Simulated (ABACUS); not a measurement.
Ta:

```
CELL_PARAMETERS angstrom
-1.65128 1.65128 1.65128
1.65128 -1.65128 1.65128
1.65128 1.65128 -1.65128
ATOMIC_POSITIONS crystal
Ta 0.00000 0.00000 0.00000
```

Base run:

```yaml
Program: ABACUS 3.10.1
Functional: AM05
Potentials_or_basis: PseudoDojo NC SR 0.5 PBE stringent
Cutoff: 1796 eV
Density_cutoff: 7184 eV
Basis: plane waves
k_mesh: 9 × 9 × 9
Occupations: fermi-dirac, width 0.05 eV
Spin: no spin polarisation
```

Its results: band gap on the k mesh none (metal or under the smearing width); pressure -5.8 GPa.

Q: The run is repeated on the same cell with these changes: functional from AM05 to BLYP; potentials or basis from PseudoDojo NC SR 0.5 PBE stringent to PseudoDojo NC SR 0.5 PBE standard; cutoff from 1796 eV to 789 eV; density cutoff from 7184 eV to 3157 eV; valence electrons from 27 to 13. What comes out?

A: Band gap on the k mesh none (metal or under the smearing width); pressure 8.2 GPa.

Caveats: the potentials were made for another functional, which shifts forces and pressure.
